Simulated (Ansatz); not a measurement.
**C in Ansatz: the effect of target pressure**

C:

```
C
1.0
     0.00000    1.78337    1.78337
     1.78337    0.00000    1.78337
     1.78337    1.78337    0.00000
C
2
Direct
  0.75000 0.75000 0.75000
  0.50000 0.50000 0.50000
```

This isn't the form of C at room conditions, which is graphite.

Alike in all runs:

| Quantity | Value |
| --- | --- |
| Program | Ansatz 0.2.0 |
| Task | relaxation of cell and atoms |
| Functional | PBEsol |
| Potentials or basis | Ansatz PAW |
| Cutoff | 420 eV (not typed: the program's choice for these potentials) |
| k mesh | 13 × 13 × 13 |
| Occupations | fermi-dirac, width 0.05 eV |
| Spin | no spin polarisation |

Each run relaxes the cell or the atoms first.

| target pressure | relaxed volume (Å³/atom) | gap on the mesh (eV) |
| --- | --- | --- |
| 0 GPa | 5.61 | 4.04 |
| 2 GPa | 5.59 | 4.05 |
| 5 GPa | 5.55 | 4.07 |
| 10 GPa | 5.49 | 4.09 |
| 20 GPa | ? | ? |
| 30 GPa | 5.28 | 4.18 |

Question: What does the run with target pressure 20 GPa give?

Answer: Relaxed volume 5.38 Å³/atom; gap on the mesh 4.13 eV.

Worked out: In Murnaghan's law V^(-B') rises as a straight line in P. The other rows fit best with B' = 4.1, V0 = 5.61 Å³/atom and B0 = 432 GPa, which gives 5.38 Å³/atom at 20 GPa, against the run's 5.38. A straight line through the other rows of the gap on the mesh, of slope 0.00461 eV per GPa, gives 4.13 eV, against the run's 4.13.

Caveats: odd divisions of the mesh miss points on the zone boundary, where band edges often lie, so the gap on the mesh can be too wide; the plane-wave basis is chosen anew once the cell has moved, so the energies of steps on either side of that aren't comparable; the PAW data sets come from PBE, with cores solved anew for the run's functional, which leaves a small shift of forces and pressure.

A k mesh can miss the band edges.
